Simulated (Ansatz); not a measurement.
Here is an Ansatz 0.2.0 calculation.

input.yaml

```yaml
crystal:
  lattice:
    - [0.0, 4.71625711, 7.3627753715]
    - [2.3595806657, 0.0, 7.3627753715]
    - [2.3595806657, 4.71625711, 0.0]
  atoms:
    - { symbol: Si, position: [0.93676892, 0.93676892, 0.56323108] }
    - { symbol: Si, position: [0.68676892, 0.68676892, 0.31323108] }
    - { symbol: Si, position: [0.31323108, 0.31323108, 0.68676892] }
    - { symbol: Si, position: [0.56323108, 0.56323108, 0.93676892] }
    - { symbol: O, position: [0.0634396, 0.4365604, 0.0634396] }
    - { symbol: O, position: [0.4365604, 0.0634396, 0.4365604] }
    - { symbol: O, position: [0.8134396, 0.1865604, 0.8134396] }
    - { symbol: O, position: [0.1865604, 0.8134396, 0.1865604] }
    - { symbol: O, position: [0.125, 0.625, 0.625] }
    - { symbol: O, position: [0.625, 0.625, 0.625] }
    - { symbol: O, position: [0.625, 0.625, 0.125] }
    - { symbol: O, position: [0.625, 0.125, 0.625] }
hamiltonian:
  xc: rpbe
  pseudopotentials: { kind: paw }
  dispersion: d3bj
kpoints:
  mp_grid: { grid: [7, 7, 7] }
scf:
  occupations: { method: fermi_dirac, width: 0.05 }
output:
  forces: true
  stress: true
  eigenvalues: true
relax:
  f_tol: 0.01
  max_steps: 40
  cell: { stress_tol: 0.05 }
```

Potentials or basis: Ansatz PAW.

The run is started by

```sh
$ ansatz run input.yaml --threads 4 --pin off --max-ram 11264MiB --backend cpu --events-out ev --progress --plain --runs-dir out
```

What does it give for the band gap on the k mesh?

5.96 eV, direct.

Estimate the relaxed cell.

a = 8.756 Å, b = 7.733 Å, c = 5.288 Å, α = 82.21°, β = 61.04°, γ = 36.75°.

Predict the space group after relaxing (to 0.05 Å).

Fddd (No. 70).

What does it give for the relaxed volume?

13.68 Å³/atom.

The path:
```
step  energy change (eV)  largest force (eV/Å)  volume (Å³)
   1              0.0000                0.5057       163.87
   2             -0.0207                0.3754       164.56
   3             -0.0436                0.0696       165.10
   4             -0.0494                0.0264       164.38
   5             -0.0500                0.0175       164.23
   6             -0.0501                0.0028       164.21
   7             -0.0511                0.0026       164.21
```

Caveat: odd divisions of the mesh miss points on the zone boundary, where band edges often lie, so the gap on the mesh can be too wide; the plane-wave basis is chosen anew once the cell has moved, so the energies of steps on either side of that aren't comparable; the pressure holds a Pulay correction of +0.5 GPa for the finite cutoff; the PAW data sets come from PBE, with cores solved anew for the run's functional, which leaves a small shift of forces and pressure. A k mesh can miss the band edges.
